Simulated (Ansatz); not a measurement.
Bi: levels with and without spin–orbit coupling

```xyz
2
Lattice="2.2730 1.3123 3.9540 -2.2730 1.3123 3.9540 0.0000 -2.6246 3.9540" Properties=species:S:1:pos:R:3 pbc="T T T"
Bi    0.0000    0.0000    2.7744
Bi    0.0000    0.0000    9.0876
```

Atom numbers follow the list: Bi1, Bi2.

The conventional cell has a = 4.546 Å, b = 4.546 Å, c = 11.862 Å, α = 90.00°, β = 90.00°, γ = 120.00°. Around Bi (atom 1) lie 6 Bi at 3.07 to 3.53 Å.

The structure is an experimental refinement, used without relaxation.

All numbers are computed: DFT, PBE, all-electron LAPW, scalar-relativistic (Ansatz 0.2.0); DFT, PBE, all-electron LAPW, Dirac equation with spin-orbit coupling (Ansatz 0.2.0).

Numerical set-up: a Γ-centred 11×11×11 k mesh, Fermi–Dirac smearing of 0.03 eV, basis error target 0.25 meV/atom, no spin polarisation.

Levels between -8 and 5 eV, each run counted from its own valence-band top where it has a gap, else its Fermi level. Scalar levels are listed once for both spins; with the coupling every spinor state is counted. Levels near the edges of the range can cross them.

(1) At Γ (0.000, 0.000, 0.000) the scalar-relativistic levels are -7.43, -1.45, -1.19 (×2), 2.51, 2.98 (×2). What are they with spin–orbit coupling?

(2) At F (0.500, 0.000, 0.500) the scalar-relativistic levels are -4.64, -2.98, -2.87, 2.38, 4.94. What are they with spin–orbit coupling?

## Answers

(1) -7.28 (×2), -2.89 (×2), -0.69 (×2), -0.47 (×2), 0.96 (×2), 3.34 (×2), 3.70 (×2).

(2) -4.79 (×2), -3.75 (×2), -2.36 (×2), 2.29 (×2), 4.03 (×2).
